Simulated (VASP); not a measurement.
## P: vibrations by finite differences with PBEsol+D3(BJ)

P:

```
P
1.0
     1.66234    0.95975    2.83223
    -1.66234    0.95975    2.83223
     0.00000   -1.91950    2.83223
P
2
Direct
  0.23568 0.23568 0.23568
  0.76432 0.76432 0.76432
```

This isn't the form of P at room conditions, which is orthorhombic.

```yaml
Program: VASP 6.6.1
Task: vibrations by finite differences
Functional: PBEsol
Dispersion: D3(BJ)
Potentials_or_basis: VASP PAW PBE potentials, release 64 (P)
Cutoff: 520 eV
k_mesh: 6 × 6 × 6
Occupations: gaussian, width 0.02 eV
Spin: no spin polarisation
Further_INCAR_settings: ALGO = Fast; EDIFF = 1e-08; NBANDS = 12; IBRION = 6; POTIM = 0.015; NSW = 1
```

```yaml
Highest_phonon_frequency_at_Γ: 409 cm⁻¹
Dispersion_energy_per_atom: -0.418 eV
```

Phonon frequencies in cm⁻¹ (negative: imaginary):
```
              q point        frequencies
(0.000, 0.000, 0.000)  0 0 0 309 309 409
```

It took 88 s on 1 thread of Intel(R) Xeon(R) Platinum 8375C CPU @ 2.90GHz (Ice Lake) (shared host), peak memory 0.18 GiB.

Caveat: the k mesh is coarse (spacing up to 0.38 Å⁻¹), so the values aren't converged.
